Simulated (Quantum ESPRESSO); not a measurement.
## BeTe: equation of state with PBE+D3(BJ)

The system is BeTe.

```xyz
2
Lattice="0.0000 2.7700 2.7700 2.7700 0.0000 2.7700 2.7700 2.7700 0.0000" Properties=species:S:1:pos:R:3 pbc="T T T"
Te    4.1550    4.1550    4.1550
Be    0.0000    0.0000    0.0000
```

| Quantity | Value |
| --- | --- |
| Program | Quantum ESPRESSO 7.5 |
| Task | equation of state |
| Functional | PBE |
| Dispersion | D3(BJ) |
| Potentials or basis | PseudoDojo 0.4.1 SR PBE standard |
| Cutoff | 1197 eV |
| Density cutoff | 4789 eV |
| k mesh | 8 × 8 × 8 |
| Occupations | fermi-dirac, width 0.05 eV |
| Spin | no spin polarisation |
| Mixing beta | 0.5 |
| Most SCF iterations | 120 |
| SCF threshold | 4e-10 Ry |

```
Equilibrium volume                      : 21.89 Å³/atom
Bulk modulus                            : 62 GPa
Pressure derivative of the bulk modulus : 4.0
```

Energy against volume, from the lowest point:
```csv
volume (Å³/atom),energy (meV/atom)
19.979,36.92
20.404,21.37
20.829,10.31
21.254,3.31
21.679,0.00
22.104,0.04
22.529,3.10
```

All runs of the series together: 3.4 min on 1 thread of Arm Neoverse V1, on a shared host.

The run has no spin-orbit coupling, so splittings on Te are missing. Zero-point motion and thermal expansion aren't in these numbers.
